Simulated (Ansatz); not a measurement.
# W: pressure up to the limit of the methods

One table from this session's results is given with a row withheld; the runs are named, their logs left out.

Method: DFT, PBE, PAW with Ansatz's default frozen-core files, scalar-relativistic, in Ansatz 0.2.0.

### The starting structure

Symmetry: Pm-3m, No. 221, cubic system. The conventional cell has a = 2.593 Å, b = 2.593 Å, c = 2.593 Å, α = 90.00°, β = 90.00°, γ = 90.00°. Around W (site symmetry m-3m) lie 6 W at 2.59 Å.

Structure file:

```cif
data_structure
_symmetry_space_group_name_H-M 'Pm-3m'
_symmetry_Int_Tables_number 221
_cell_length_a 2.5931
_cell_length_b 2.5931
_cell_length_c 2.5931
_cell_angle_alpha 90.000
_cell_angle_beta 90.000
_cell_angle_gamma 90.000
_cell_volume 17.44
loop_
_atom_site_label
_atom_site_type_symbol
_atom_site_symmetry_multiplicity
_atom_site_Wyckoff_symbol
_atom_site_fract_x
_atom_site_fract_y
_atom_site_fract_z
_atom_site_occupancy
W1 W 1 a 0.00000 0.00000 0.00000 1
```

The file gives the conventional cell by its symmetry; the runs use the cell typed in the input.

Whether this phase is the stable one at these pressures isn't tested.

Set-up of the first run:

Contents of input.yaml:

```yaml
crystal:
  lattice:
    - [2.5931079797, 0.0, 0.0]
    - [0.0, 2.5931079797, 0.0]
    - [0.0, 0.0, 2.5931079797]
  atoms:
    - { symbol: W, position: [0.0, 0.0, 0.0] }
kpoints:
  mp_grid: { grid: [16, 16, 16] }
scf:
  occupations: { method: fermi_dirac, width: 0.1 }
hamiltonian:
  xc: pbe
  pseudopotentials: { kind: paw }
output:
  forces: true
  stress: true
relax:
  f_tol: 0.005
  max_steps: 40
  cell: {}
```

On the command line:

```
ansatz run input.yaml --threads 1 --pin off --max-ram 2048MiB --backend cpu --events-out ev --progress --plain --runs-dir out
```

Steps of the session up to this table: Cell relaxed at zero pressure, PAW; Volume scaled by 1, PAW; Volume scaled by 0.92, PAW; Volume scaled by 0.84, PAW; Volume scaled by 0.76, PAW; Volume scaled by 0.76, PAW (cutoff 250 eV); Volume scaled by 0.68, PAW; Volume scaled by 0.6, PAW; Volume scaled by 0.52, PAW; Volume scaled by 0.45, PAW; Volume scaled by 0.45, PAW (partial_waves polarizable).

One of the session's tables, all rows but one given; the rest of the session is left out.

```
                         method  volume over the first  volume (Å³/atom)  pressure (GPa)
                            PAW                      1            18.350           -0.01
                            PAW                   0.92            16.882           21.48
                            PAW                   0.84                 ?               ?
                            PAW                   0.76            13.946          104.93
                            PAW                   0.68            12.478          182.76
                            PAW                    0.6            11.010          308.98
                            PAW                   0.52             9.542          528.35
                            PAW                   0.45             8.258          879.15
            PAW (cutoff 250 eV)                   0.76            13.946          103.42
PAW (partial_waves polarizable)                   0.45             8.258          879.14
```

**Question.** Estimate the row for PAW, 0.84.

As computed: volume (Å³/atom): 15.414; pressure (GPa): 54.34. In the column «volume (Å³/atom)» it lies between PAW (cutoff 250 eV), 0.76 (13.946) and PAW, 0.92 (16.882).

Caveats from the session: Warnings in the runs' records: cutoff below recommended.
